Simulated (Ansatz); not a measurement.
**Optical constants of BiTe**

These are results of DFT PBE, scalar-relativistic, plane waves, PAW in Ansatz, not measurements. Plane waves to 420 eV; Γ-centred k mesh 12×12×12; Fermi-Dirac smearing of 0.15 eV. No spin polarisation.

Relaxed structure:
```
CELL_PARAMETERS angstrom
0.00000 3.25488 3.25488
3.25488 0.00000 3.25488
3.25488 3.25488 0.00000
ATOMIC_POSITIONS crystal
Bi 0.00000 0.00000 0.00000
Te 0.50000 0.50000 0.50000
```

In a metal these results depend on the k mesh and the smearing. Spin–orbit coupling is left out, which matters for heavy elements.

Independent-particle response (no local fields, no excitons) on a 18×18×18 mesh, broadened by 0.1 eV; the Drude term is undamped and its weight carries the smearing above, which sets much of it in a semimetal. The run couldn't bound its error over part or most of this range, so small peaks and near ties are unsure. Light polarised along z. ε₁ lacks the small share of bands above those solved.

Q: Tabulate ε₁ and ε₂ against photon energy.

A:
```csv
E (eV),ε₁,ε₂
0.2,-2183.26,198.18
0.5,-366.34,9.62
0.8,-134.49,1.89
1.1,-57.72,3.54
1.4,-40.16,16.82
1.7,-28.50,11.31
2.0,-21.60,9.70
2.3,-17.61,7.85
2.6,-14.59,5.82
2.9,-11.87,4.08
3.2,-9.47,2.83
3.5,-7.42,2.02
3.8,-5.70,1.51
4.1,-4.30,1.15
4.4,-2.94,0.91
4.7,-1.74,0.87
5.0,-0.60,0.97
5.3,0.55,1.36
5.6,1.40,2.33
5.9,2.13,2.20
6.2,4.26,4.96
6.5,0.10,9.73
6.8,-2.87,6.36
7.1,-2.49,5.32
7.4,-3.35,4.11
7.7,-3.07,3.12
8.0,-2.76,2.50
8.3,-2.43,2.05
8.6,-2.10,1.72
8.9,-1.78,1.52
9.2,-1.52,1.43
9.5,-1.37,1.35
9.8,-1.24,1.29
10.1,-1.11,1.20
10.4,-1.01,1.12
10.7,-0.91,1.09
11.0,-0.85,1.04
11.3,-0.79,0.96
11.6,-0.71,0.89
11.9,-0.62,0.85
```

Q: Where is the highest local maximum of ε₂ between 0.3 and 12 eV?

A: At 1.3 eV, where ε₂ = 18.1.